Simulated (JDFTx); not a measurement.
## YN under changes of volume

One of the cells (14.500 Å³/atom); the others are scaled copies at fixed shape and fractional positions:

```xyz
2
Lattice="0.0000 2.4385 2.4385 2.4385 0.0000 2.4385 2.4385 2.4385 0.0000" Properties=species:S:1:pos:R:3 pbc="T T T"
Y     0.0000    0.0000    0.0000
N     2.4385    2.4385    2.4385
```

```yaml
Program: JDFTx 1.7.0 (patched build)
Functional: PBE
Potentials_or_basis: PseudoDojo-SR-PBE-0.5-standard
Cutoff: 1143 eV
Density_cutoff: 4572 eV
k_mesh: 9 × 9 × 9
Occupations: fermi-dirac, width 0.05 eV
Spin: no spin polarisation
```

```tsv
volume (Å³/atom)	energy over the lowest point (meV/atom)	pressure (GPa)	gap on the mesh (eV)
13.630	?	?	?
13.920	26.31	10.5	0.17
14.210	10.87	6.5	0.21
14.500	2.33	2.9	0.24
14.790	0.00	-0.3	0.27
15.080	3.28	-3.3	0.30
15.370	11.63	-5.9	0.33
```

What does the run at 13.630 Å³/atom give?

Energy over the lowest point 49.37 meV/atom; pressure 15.0 GPa; gap on the mesh 0.13 eV.

Worked out: A Birch-Murnaghan fit of order 3 (a polynomial in V^(-2/3)) to the other rows has its minimum at 14.76 Å³/atom with B0 = V·E''(V) = 159 GPa and B' = 4.2. It gives 49.39 meV/atom at 13.630 Å³/atom, against the run's 49.37, and -dE/dV = 15.0 GPa, against 15.0. A straight line through the other rows of the gap, of slope 1.59 eV per unit of ln V, extrapolates to 0.14 eV, against the run's 0.13.

Energies are extrapolated to zero smearing.

Caveats: the empty levels aren't tightly converged; an odd mesh through Γ misses points on the zone boundary, where band edges often lie. Spin-orbit coupling on Y is left out.
